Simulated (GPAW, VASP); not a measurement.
This is a calculation of InPd for GPAW 26.7.0 (ASE script). The cell comes from a database or a generator and needn't be the stable form of this composition.

File run.py:

```python
from ase import Atoms
from ase.dft.bandgap import bandgap
from ase.io import write
from ase.units import GPa
from gpaw import GPAW, PW

atoms = Atoms(['In', 'Pd'],
              cell=[[3.27188478, 0.0, 0.0],
                    [0.0, 3.27188478, 0.0],
                    [0.0, 0.0, 3.27188478]],
              scaled_positions=[[0.0, 0.0, 0.0],
                                [0.5, 0.5, 0.5]],
              pbc=True)

calc = GPAW(mode=PW(600),
            xc='PBE',
            kpts={'size': (8, 8, 8), 'gamma': True},
            occupations={'name': 'fermi-dirac', 'width': 0.05},
            nbands=26,
            convergence={'density': 1e-05, 'energy': 1e-05},
            maxiter=150,
            txt='gpaw.txt')
atoms.calc = calc
energy = atoms.get_potential_energy()
forces = atoms.get_forces()
stress = atoms.get_stress()
calc.write('gs.gpw')
write('result.traj', atoms)
print(f'Energy: {energy:.6f} eV')
print('Forces (eV/A):')
print(forces.round(4))
print('Stress (GPa):', (stress / GPa).round(3))
print('Fermi level:', round(calc.get_fermi_level(), 4), 'eV')
print(f'Gap: {bandgap(calc)[0]:.4f} eV, direct: {bandgap(calc, direct=True)[0]:.4f} eV')
```

Potentials or basis: GPAW PAW data sets (gpaw-data 1.2.1), pw.

Run with:

```bash
$ OMP_NUM_THREADS=1 python run.py
```

Task: What does the same run look like in VASP 6.6.1? Potentials or basis there: PBE PAW files In_d, Pd, 520 eV.

Result: As run (cutoffs and basis follow the program's own potentials, and thresholds, step limits or extra output files can differ):

The input INCAR:

```
PREC = Accurate
ENCUT = 520
EDIFF = 1E-7
ISMEAR = -1
SIGMA = 0.05
LREAL = F
LASPH = T
NELM = 80
ALGO = Normal
ISIF = 2
LWAVE = F
LCHARG = F
GGA = PE
NBANDS = 18
```

File KPOINTS:

```
Automatic mesh
0
Gamma
  8 8 8
```

The input POSCAR:

```
InPd
1.0
    3.2718847800      0.0000000000      0.0000000000
    0.0000000000      3.2718847800      0.0000000000
    0.0000000000      0.0000000000      3.2718847800
In Pd
1 1
Direct
    0.0000000000      0.0000000000      0.0000000000
    0.5000000000      0.5000000000      0.5000000000
```

Potentials or basis: VASP PAW PBE potentials, release 64 (In_d, Pd).

Run with:

```bash
$ cat potpaw_PBE.64/In_d/POTCAR potpaw_PBE.64/Pd/POTCAR > POTCAR
$ mpirun -np 1 vasp_std > vasp.out
```

Both were run:

|  | GPAW | VASP |
| --- | --- | --- |
| Pressure | 3.3 GPa | 3.7 GPa |

The potentials hold 29 and 23 valence electrons a cell.

Pressure is positive in compression.
